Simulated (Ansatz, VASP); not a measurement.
Li2Se: VASP beside Ansatz

INCAR

```
PREC     = Accurate       # precision mode
ENCUT    = 520            # plane-wave cutoff, eV
EDIFF    = 1E-7           # SCF threshold, eV
ISMEAR   = -1             # smearing method
SIGMA    = 0.05           # smearing width, eV
LREAL    = False          # projectors in reciprocal space
LASPH    = True           # aspherical terms in the spheres
NELM     = 80             # most SCF steps
ALGO     = Normal         # electronic algorithm
ISIF     = 2              # what is computed and relaxed
LWAVE    = False          # write WAVECAR
LCHARG   = False          # write CHGCAR
GGA      = PE             # functional
NBANDS   = 13             # bands
```

File KPOINTS:

```
regular mesh
0
Gamma
  8 8 8
```

POSCAR

```
Li2Se
1.0
    0.0000000000      2.9823483861      2.9823483861
    2.9823483861      0.0000000000      2.9823483861
    2.9823483861      2.9823483861      0.0000000000
Se Li
1 2
Direct
    0.0000000000      0.0000000000      0.0000000000
    0.7500000000      0.7500000000      0.7500000000
    0.2500000000      0.2500000000      0.2500000000
```

The input input.yaml:

```yaml
crystal:
  lattice:
    - [0.0, 2.9823483861, 2.9823483861]
    - [2.9823483861, 0.0, 2.9823483861]
    - [2.9823483861, 2.9823483861, 0.0]
  atoms:
    - { symbol: Se, position: [0.0, 0.0, 0.0] }
    - { symbol: Li, position: [0.75, 0.75, 0.75] }
    - { symbol: Li, position: [0.25, 0.25, 0.25] }
hamiltonian:
  xc: pbe
  pseudopotentials: { kind: paw }
kpoints:
  mp_grid: { grid: [8, 8, 8] }
scf:
  occupations: { method: fermi_dirac, width: 0.05 }
output:
  forces: true
  stress: true
  eigenvalues: true
```

Change from the starting cell: volume scaled by 0.98.

Alike in both runs: task single point; functional PBE; k mesh 8 × 8 × 8; occupations fermi-dirac, width 0.05 eV; no spin polarisation.

|  | VASP | Ansatz |
| --- | --- | --- |
| version | VASP 6.6.1 | Ansatz 0.2.0 |
| potentials or method | VASP PAW PBE potentials, release 64 (Se, Li_sv) | Ansatz PAW |
| plane-wave cutoff (eV) | 520 | 420 |
| valence electrons in the cell | 12 | 22 |

```csv
,VASP,Ansatz,Ansatz less VASP
gap on the k mesh at the Fermi level (eV),2.96,2.96,+0.008
least direct gap on the mesh (eV),3.47,3.47,-0.009
```

The two sets of potentials don't hold the same shells in valence.

 A k mesh can miss the band edges.
